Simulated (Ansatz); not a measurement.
Crystal: CoO.

```
Co O
1.0
     0.00000    2.13150    2.13150
     2.13150    0.00000    2.13150
     2.13150    2.13150    0.00000
Co O
1 1
Direct
  0.00000 0.00000 0.00000
  0.50000 0.50000 0.50000
```

Base run:

```yaml
Program: Ansatz 0.2.0
Functional: LDA
Potentials_or_basis: all-electron LAPW, scalar-relativistic
Cutoff: 359 eV
Density_cutoff: 1438 eV
Basis_error_allowed: 0.001 eV/atom
k_mesh: 11 × 11 × 11
Occupations: fermi-dirac, width 0.05 eV
Spin: collinear spin, ferromagnetic start
Starting_moments: "[2.0, 0.0] μB"
```

Its results: pressure -19.3 GPa; net moment 2.88 μB per cell; site moments Co +2.52; O +0.34 μB.

Q: After a change of settings the same cell gave: pressure -10.8 GPa; net moment 2.96 μB per cell; site moments Co +2.60; O +0.34 μB. Which change was it?
A. functional from LDA to PBE; occupations from fermi-dirac, width 0.05 eV to gaussian, width 0.011 eV
B. functional from LDA to PBE
C. functional from LDA to PBEsol

A: C.

PBEsol binds less tightly than LDA, so the same cell stands under more pressure.

Caveats: a cell with one magnetic atom can't hold antiferromagnetic order, which such compounds often take.

Not every run made on this cell is shown here.
